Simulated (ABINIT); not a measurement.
# Pd (Fm-3m) in ABINIT: single point with PBE

Aim: the single point of Pd with PBE.

Program: ABINIT 10.8.3 (patched build). These are calculated values, not measurements. Logs are shortened: lines on timing, memory, paths and dates and some standing lists are left out, and cuts for length are marked. The log counts tension as positive stress, the text compression.

## (1) Starting point

Symmetry: Fm-3m, No. 225, cubic system. Conventional cell: a = 3.893 Å, b = 3.893 Å, c = 3.893 Å, α = 90.00°, β = 90.00°, γ = 90.00°. Pd (site symmetry m-3m) has 12 Pd at 2.75 Å as nearest neighbours.

## (2) Single point, PBE

Input file run.abi:

```
# Pseudopotentials
pp_dirpath "./"
pseudos "Pd.GGA_PBE-JTH.xml"

# Structure
acell 3*1.0
rprim
     0.0000000000     3.6783519016     3.6783519016
     3.6783519016     0.0000000000     3.6783519016
     3.6783519016     3.6783519016     0.0000000000
ntypat 1
znucl 46
natom 1
typat 1
xred
     0.0000000000     0.0000000000     0.0000000000

# Plane-wave basis
ecut 23.0
pawecutdg 45.0

# k points
kptopt 1
ngkpt 7 7 7
nshiftk 1
shiftk 0.0 0.0 0.0

# Exchange and correlation
ixc 11

# Bands and occupations
nband 13
occopt 3
tsmear 0.00183747

# SCF cycle
nstep 100
tolvrs 1.0e-9

# Output
iomode 3
prtwf 0
prtden 0
prteig 0
prtebands 0
```

Potentials or basis: JTH PAW PBE v2.0.

On the command line:

```console
abinit run.abi > log 2>&1
```

run.abo:

```text
.Version 10.8.3 of ABINIT
 Symmetries : space group Fm -3 m (#225); Bravais cF (face-center cubic)
================================================================================
 Values of the parameters that define the memory need of the present run
     intxc =       0    ionmov =       0      iscf =      17    lmnmax =      18
     lnmax =       6     mgfft =      24  mpssoang =       3    mqgrid =    3001
     natom =       1  nloc_mem =       2    nspden =       1   nspinor =       1
    nsppol =       1      nsym =      48    n1xccc =       1    ntypat =       1
    occopt =       3   xclevel =       2
       mpw =         534          nfft =       13824          nkpt =          20
 PAW method is used; the additional fine FFT grid is defined by:
   mgfftf=        32    nfftf =     32768
================================================================================
================================================================================

--------------------------------------------------------------------------------
------------- Echo of variables that govern the present computation ------------
--------------------------------------------------------------------------------
 -outvars: echo values of preprocessed input variables --------
            acell      1.0000000000E+00  1.0000000000E+00  1.0000000000E+00 Bohr
              amu      1.06420000E+02
             ecut      2.30000000E+01 Hartree
              ixc          11
         kptrlatt        7    0    0      0    7    0      0    0    7
          kptrlen      3.64138260E+01
            natom           1
            nband          13
            ngfft          24      24      24
          ngfftdg          32      32      32
             nkpt          20
            nstep         100
             nsym          48
           ntypat           1
           occopt           3
        pawecutdg      4.50000000E+01 Hartree
         pawxcdev           0
           prtden           0
        prtebands           0
           prteig           0
            prtwf           0
            rprim      0.0000000000E+00  3.6783519016E+00  3.6783519016E+00
                       3.6783519016E+00  0.0000000000E+00  3.6783519016E+00
                       3.6783519016E+00  3.6783519016E+00  0.0000000000E+00
          spgroup         225
           tolvrs      1.00000000E-09
           tsmear      1.83747000E-03 Hartree
            typat      1
           useylm           1
            znucl       46.00000

================================================================================

 chkinp: Checking input parameters for consistency.

================================================================================
== DATASET  1 ==================================================================

--- !DatasetInfo
iteration_state: {dtset: 1, }
dimensions: {natom: 1, nkpt: 20, mband: 13, nsppol: 1, nspinor: 1, nspden: 1, mpw: 534, }
cutoff_energies: {ecut:  23.0, pawecutdg:  45.0, }
electrons: {nelect:   1.80000000E+01, charge:   0.00000000E+00, occopt:   3.00000000E+00, tsmear:   1.83747000E-03, }
meta: {optdriver: 0, ionmov: 0, optcell: 0, iscf: 17, paral_kgb: 0, }
...

 Exchange-correlation functional for the present dataset will be:
  GGA: Perdew-Burke-Ernzerhof functional - ixc=11
  J.P.Perdew, K.Burke, M.Ernzerhof, PRL 77, 3865 (1996)

 Real(R)+Recip(G) space primitive vectors, cartesian coordinates (Bohr,Bohr^-1):
 R(1)=  0.0000000  3.6783519  3.6783519  G(1)= -0.1359304  0.1359304  0.1359304
 R(2)=  3.6783519  0.0000000  3.6783519  G(2)=  0.1359304 -0.1359304  0.1359304
 R(3)=  3.6783519  3.6783519  0.0000000  G(3)=  0.1359304  0.1359304 -0.1359304
 Unit cell volume ucvol=  9.9538209E+01 bohr^3
 Angles (23,13,12)=  6.00000000E+01  6.00000000E+01  6.00000000E+01 degrees

 Coarse grid specifications (used for wave-functions):

 getcut: wavevector=  0.0000  0.0000  0.0000  ngfft=  24  24  24
         ecut(hartree)=     23.000   => boxcut(ratio)=   2.13705

 Fine grid specifications (used for densities):

 getcut: wavevector=  0.0000  0.0000  0.0000  ngfft=  32  32  32
         ecut(hartree)=     45.000   => boxcut(ratio)=   2.03709

--- Pseudopotential description ------------------------------------------------
- pspini: atom type   1  psp file is ./Pd.GGA_PBE-JTH.xml
 Pseudopotential format is: paw10
 basis_size (lnmax)=  6 (lmn_size= 18), orbitals=   0   0   1   1   2   2
 Spheres core radius: rc_sph= 2.51164926
 Shapefunction is SIN type: shapef(r)=[sin(pi*r/rshp)/(pi*r/rshp)]**2
 Radius for shape functions =  2.51164926
 Compensation charge density is not taken into account in XC energy/potential

   8.19652814E+02                                ecore*ucvol(ha*bohr**3)
--------------------------------------------------------------------------------

================================================================================

--- !BeginCycle
iteration_state: {dtset: 1, }
solver: {iscf: 17, nstep: 100, nline: 4, wfoptalg: 10, }
tolerances: {tolvrs: 1.00E-09, }
...

     iter   Etot(hartree)      deltaE(h)  residm     nres2
 ETOT  1  -124.29854377216    -1.243E+02 6.471E+01 7.435E+01
 ETOT  2  -128.90283712246    -4.604E+00 8.370E-02 5.538E+01
 ETOT  3  -128.82024487489     8.259E-02 9.169E-02 9.184E+00
 ETOT  4  -128.82881340070    -8.569E-03 1.270E-02 9.391E+00
 ETOT  5  -128.83023112764    -1.418E-03 2.662E-03 1.009E+01
 ETOT  6  -128.82274318241     7.488E-03 3.298E-03 2.284E+00
 ETOT  7  -128.82841091092    -5.668E-03 7.583E-03 8.571E+00
 ETOT  8  -128.82416812387     4.243E-03 1.170E-03 4.882E+00
 ETOT  9  -128.82418557091    -1.745E-05 6.236E-03 4.466E+00
 ETOT 10  -128.82004435626     4.141E-03 4.807E-03 1.521E-01
[... 11 lines left out ...]
 ETOT 22  -128.82010141390     3.565E-08 1.172E-05 1.331E-03
 ETOT 23  -128.82009993732     1.477E-06 4.216E-06 2.739E-04
 ETOT 24  -128.82009974664     1.907E-07 3.437E-06 1.304E-04
 ETOT 25  -128.82009971921     2.743E-08 2.034E-06 7.741E-05
 ETOT 26  -128.82009965525     6.396E-08 1.939E-06 3.430E-06
 ETOT 27  -128.82009966017    -4.925E-09 1.062E-06 3.744E-08
 ETOT 28  -128.82009966106    -8.865E-10 9.641E-07 5.998E-08
 ETOT 29  -128.82009966109    -2.603E-11 5.305E-07 3.970E-08
 ETOT 30  -128.82009966106     3.081E-11 4.827E-07 3.221E-09
 ETOT 31  -128.82009966106    -8.527E-13 2.665E-07 5.020E-10

 At SCF step   31       nres2   =  5.02E-10 < tolvrs=  1.00E-09 =>converged.

 Cartesian components of stress tensor (hartree/bohr^3)
  sigma(1 1)= -2.57759146E-04  sigma(3 2)=  0.00000000E+00
  sigma(2 2)= -2.57759146E-04  sigma(3 1)=  0.00000000E+00
  sigma(3 3)= -2.57759146E-04  sigma(2 1)=  0.00000000E+00

--- !ResultsGS
iteration_state: {dtset: 1, }
comment   : Summary of ground state results
lattice_vectors:
- [  0.0000000,   3.6783519,   3.6783519, ]
- [  3.6783519,   0.0000000,   3.6783519, ]
- [  3.6783519,   3.6783519,   0.0000000, ]
lattice_lengths: [   5.20198,    5.20198,    5.20198, ]
lattice_angles: [ 60.000,  60.000,  60.000, ] # degrees, (23, 13, 12)
lattice_volume:   9.9538209E+01
convergence: {deltae: -8.527E-13, res2:  5.020E-10, residm:  2.665E-07, diffor: null, }
etotal    :  -1.28820100E+02
entropy   :   0.00000000E+00
fermie    :   4.34188431E-01
cartesian_stress_tensor: # hartree/bohr^3
- [ -2.57759146E-04,   0.00000000E+00,   0.00000000E+00, ]
- [  0.00000000E+00,  -2.57759146E-04,   0.00000000E+00, ]
- [  0.00000000E+00,   0.00000000E+00,  -2.57759146E-04, ]
pressure_GPa:   7.5835E+00
xred      :
- [  0.0000E+00,   0.0000E+00,   0.0000E+00, Pd]
cartesian_forces: # hartree/bohr
- [ -0.00000000E+00,  -0.00000000E+00,  -0.00000000E+00, ]
force_length_stats: {min:   0.00000000E+00, max:   0.00000000E+00, mean:   0.00000000E+00, }
...

 Integrated electronic density in atomic spheres:
 ------------------------------------------------
 Atom  Sphere_radius  Integrated_density
    1        2.51165         16.92672582

================================================================================

 ----iterations are completed or convergence reached----

 Mean square residual over all n,k,spin=   10.310E-10; max=  26.647E-08
 reduced coordinates (array xred) for    1 atoms
       0.000000000000      0.000000000000      0.000000000000
 rms dE/dt=  0.0000E+00; max dE/dt=  0.0000E+00; dE/dt below (all hartree)
    1       0.000000000000      0.000000000000      0.000000000000

 cartesian coordinates (angstrom) at end:
    1      0.00000000000000     0.00000000000000     0.00000000000000

 cartesian forces (hartree/bohr) at end:
    1     -0.00000000000000    -0.00000000000000    -0.00000000000000
 frms,max,avg= 0.0000000E+00 0.0000000E+00   0.000E+00  0.000E+00  0.000E+00 h/b

 cartesian forces (eV/Angstrom) at end:
    1     -0.00000000000000    -0.00000000000000    -0.00000000000000
 frms,max,avg= 0.0000000E+00 0.0000000E+00   0.000E+00  0.000E+00  0.000E+00 e/A
 length scales=  1.000000000000  1.000000000000  1.000000000000 bohr
              =  0.529177210544  0.529177210544  0.529177210544 angstroms
 Fermi (or HOMO) energy (hartree) =   0.43419   Average Vxc (hartree)=  -0.46135
 Eigenvalues (hartree) for nkpt=  20  k points:
 kpt#   1, nband= 13, wtk=  0.00292, kpt=  0.0000  0.0000  0.0000 (reduced coord)
  -2.65886   -1.39125   -1.39125   -1.39125    0.16741    0.32827    0.32827    0.32827
   0.38788    0.38788    1.05972    1.23611    1.23611
      occupation numbers for kpt#   1
   2.00000    2.00000    2.00000    2.00000    2.00000    2.00000    2.00000    2.00000
   2.00000    2.00000    0.00000    0.00000    0.00000
 prteigrs : prtvol=0 or 1, do not print more k-points.

--- !EnergyTerms
iteration_state     : {dtset: 1, }
comment             : Components of total free energy in Hartree
kinetic             :  1.32772484020024E+01
hartree             :  1.44618047357559E+01
xc                  : -4.28431011054212E+00
Ewald energy        : -1.00962017212567E+02
psp_core            :  8.23455459930051E+00
local_psp           : -4.97204615413497E+01
PAW spherical_terms : -9.82606624614097E+00
internal            : -1.28819247373541E+02
'-kT*entropy'       : -8.72690202168730E-04
total_energy        : -1.28820120063743E+02
total_energy_eV     : -3.50537404330816E+03
...

--- !EnergyTermsDC
iteration_state     : {dtset: 1, }
comment             : '"Double-counting" decomposition of free energy'
band_energy         : -1.03341941777447E+01
Ewald energy        : -1.00962017212567E+02
psp_core            :  8.23455459930051E+00
xc_dc               : -1.38094704472394E+01
PAW spherical_terms : -1.19480997326048E+01
internal            : -1.28819226970855E+02
'-kT*entropy'       : -8.72690202168730E-04
total_energy_dc     : -1.28820099661057E+02
total_energy_dc_eV  : -3.50537348812280E+03
...

--- !EnergyTermsWithPAWCore
iteration_state     : {dtset: 1, }
comment             : 'Components of total free energy, including PAW core contributions'
Total energy        : -5.04602768056318E+03
Total energy DC     : -5.04602766016050E+03
Total energy (eV)   : -1.37309408223716E+05
Total energy DC (eV): -1.37309407668531E+05
...

 Cartesian components of stress tensor (hartree/bohr^3)
  sigma(1 1)= -2.57759146E-04  sigma(3 2)=  0.00000000E+00
  sigma(2 2)= -2.57759146E-04  sigma(3 1)=  0.00000000E+00
  sigma(3 3)= -2.57759146E-04  sigma(2 1)=  0.00000000E+00

-Cartesian components of stress tensor (GPa)         [Pressure=  7.5835E+00 GPa]
- sigma(1 1)= -7.58353590E+00  sigma(3 2)=  0.00000000E+00
- sigma(2 2)= -7.58353590E+00  sigma(3 1)=  0.00000000E+00
- sigma(3 3)= -7.58353590E+00  sigma(2 1)=  0.00000000E+00

== END DATASET(S) ==============================================================
================================================================================

 -outvars: echo values of variables after computation  --------
            acell      1.0000000000E+00  1.0000000000E+00  1.0000000000E+00 Bohr
           etotal     -1.2882009966E+02
            fcart     -0.0000000000E+00 -0.0000000000E+00 -0.0000000000E+00
            rprim      0.0000000000E+00  3.6783519016E+00  3.6783519016E+00
                       3.6783519016E+00  0.0000000000E+00  3.6783519016E+00
                       3.6783519016E+00  3.6783519016E+00  0.0000000000E+00
           strten     -2.5775914605E-04 -2.5775914605E-04 -2.5775914605E-04
                       0.0000000000E+00  0.0000000000E+00  0.0000000000E+00
 Calculation completed.
```

Run time: 13 s. Hardware: 1 thread of Arm Neoverse V1, shared host; peak memory 0.11 GiB.

Results:

```
Free energy                                           : -3505.3735 eV
Pressure                                              : 7.6 GPa
Band gap on the k mesh                                : none (metal or under the smearing width)
Valence electrons inside the program's atomic spheres : Pd 16.93 (radii [1.3291] Å)
```

Levels at points of the mesh, in eV from the Fermi level:
| k point | band 7 | band 8 | band 9 | band 10 | band 11 | band 12 |
| --- | --- | --- | --- | --- | --- | --- |
| (0.00, 0.00, 0.00) | -2.88 | -2.88 | -1.26 | -1.26 | 17.02 | 21.82 |

Caveat: the k mesh is coarse (spacing up to 0.40 Å⁻¹), so the values aren't converged.
